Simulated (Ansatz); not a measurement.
Effect of uniaxial strain ε_zz = +1.09 % on GeTe

Start from GeTe (space group R3m, No. 160; layered).

```xyz
2
Lattice="2.0935 1.2087 3.6868 -2.0935 1.2087 3.6868 0.0000 -2.4174 3.6868" Properties=species:S:1:pos:R:3 pbc="T T T"
Ge     0.0000     0.0000     2.5643
Te     0.0000     0.0000     8.4961
```

Cartesian axes are those of the cell as printed.

The change: the cell is stretched by 1.09 % along z with no lateral relaxation; the atoms relax in the strained cell.

Level of theory: Ansatz (an electronic-structure program), r2SCAN, PAW, cutoff 500 eV, scalar-relativistic without spin-orbit coupling. Settings: 10×10×10 k-points, 0.05 eV Fermi–Dirac smearing.

```json
[
 {"quantity": "space group", "base": "R3m (No. 160)", "changed": "R3m (No. 160)", "shift": "–"},
 {"quantity": "shortest interatomic distance", "base": "2.815 Å", "changed": "2.814 Å", "shift": "-0.0003 Å"},
 {"quantity": "energy relative to the base (free energy F)", "base": "0 meV/atom", "changed": "+0.3 meV/atom", "shift": "+0.3 meV/atom"},
 {"quantity": "pressure (mean of the normal stresses, compression positive)", "base": "0.00 GPa", "changed": "-0.24 GPa", "shift": "-0.234 GPa"},
 {"quantity": "band gap (an upper bound: an edge found on the path is not a true extremum; both cells)", "base": "0.64 eV", "changed": "0.64 eV", "shift": "0.00 eV"},
 {"quantity": "stress (xx, yy, zz, yz, xz, xy; compression positive)", "base": "–", "changed": "(-0.19, -0.19, -0.33, 0.00, 0.00, 0.00) GPa", "shift": "–"}
]
```

Spin-orbit coupling, missing from the scalar runs, can matter with Te. No phonon test of stability was made. No dispersion term is included, though the crystal is made of layers, chains or molecules, so its spacings can come out too wide.
